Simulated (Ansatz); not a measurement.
# TiAl: atomic charges with LDA

The system is TiAl.

```xyz
2
Lattice="3.1791 0.0000 0.0000 0.0000 3.1791 0.0000 0.0000 0.0000 3.1791" Properties=species:S:1:pos:R:3 pbc="T T T"
Ti    0.0000    0.0000    0.0000
Al    1.5895    1.5895    1.5895
```

The cell comes from a database or a generator and needn't be the stable form of this composition.

```yaml
Program: Ansatz 0.2.0
Task: atomic charges
Functional: LDA
Potentials_or_basis: JTH PAW LDA
Cutoff: 1230 eV
Density_cutoff: 6150 eV
k_mesh: 8 × 8 × 8
Occupations: gaussian, width 0.15 eV
Spin: no spin polarisation
```

```
Pressure               : -5.6 GPa
Band gap on the k mesh : none (metal or under the smearing width)
Bader charges          : Ti +0.52; Al -0.52 e
```

Levels at points of the mesh, in eV from the Fermi level:
```tsv
k point	band 4	band 5	band 6	band 7	band 8	band 9	band 10	band 11
(0.00, 0.00, 0.00)	-32.80	-9.21	-1.42	-1.42	1.76	1.76	1.76	4.41
(0.00, 0.00, -0.50)	-32.79	-5.97	-5.13	-0.54	0.11	0.11	1.96	3.00
(0.00, -0.50, -0.50)	-32.77	-5.02	-2.01	-2.01	-1.44	0.67	0.67	2.75
(-0.50, -0.50, -0.50)	-32.93	-3.08	-3.08	-3.08	0.54	2.81	2.81	3.01
```

Wall time 11 s on 1 thread of Arm Neoverse V2, on a shared host, peak memory 0.36 GiB.
